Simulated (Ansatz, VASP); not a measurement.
**Si: VASP beside Ansatz**

INCAR

```
PREC = Accurate ; ENCUT = 600
EDIFF = 1E-7 ; ISMEAR = 0
SIGMA = 0.02 ; LREAL = False
LASPH = True ; NELM = 100
ALGO = Normal ; ISIF = 3
LWAVE = False ; LCHARG = False
GGA = CA ; IBRION = 2
NSW = 100 ; EDIFFG = -0.002
```

The input KPOINTS:

```
Automatic mesh
0
Gamma
  10 10 10
```

POSCAR

```
Si
1.0
    0.0000000000      2.7200000000      2.7200000000
    2.7200000000      0.0000000000      2.7200000000
    2.7200000000      2.7200000000      0.0000000000
Si
2
Direct
    0.0000000000      0.0000000000      0.0000000000
    0.2500000000      0.2500000000      0.2500000000
```

Input for Ansatz:

```yaml
crystal:
  lattice:
    - [0.0, 2.72, 2.72]
    - [2.72, 0.0, 2.72]
    - [2.72, 2.72, 0.0]
  atoms:
    - { symbol: Si, position: [0.0, 0.0, 0.0] }
    - { symbol: Si, position: [0.25, 0.25, 0.25] }
basis:
  ecutwfc: 420
kpoints:
  mp_grid: { grid: [10, 10, 10] }
hamiltonian:
  xc: lda
  pseudopotentials: { kind: paw, azcp: { folder: soft_1 } }
scf:
  occupations: { method: gaussian, width: 0.02 }
output:
  forces: true
  stress: true
  eigenvalues: true
relax:
  adjacent_minimum: "off"
  f_tol: 0.002
  max_steps: 80
  cell: { stress_tol: 0.02 }
```

The cell was built by a generator and needn't be a form met in nature.

Alike in both runs: task relaxation of cell and atoms; functional LDA; k mesh 10 × 10 × 10; occupations gaussian, width 0.02 eV; no spin polarisation.

|  | VASP | Ansatz |
| --- | --- | --- |
| version | VASP 6.6.1 | Ansatz 0.2.0 |
| potentials or method | VASP PAW LDA potentials, release 64 (Si) | scalar-relativistic, plane waves, PAW |
| plane-wave cutoff (eV) | 600 | 420 |
| valence electrons in the cell | 8 | 8 |

Ansatz gave:

```
gap on the k mesh at the Fermi level, each at its own relaxed structure (eV) : 0.45
relaxed volume (Å³/atom)                                                     : 19.70
relaxed cell length with the largest relative difference (Å)                 : 3.819
energy change over the relaxation (meV/atom)                                 : -3
```

Estimate VASP's values.

gap on the k mesh at the Fermi level, each at its own relaxed structure (eV): 0.45; relaxed volume (Å³/atom): 19.72; relaxed cell length with the largest relative difference (Å): 3.821; energy change over the relaxation (meV/atom): -2.

Ansatz warned: «pseudo_functional_mismatch».

A k mesh can miss the band edges.
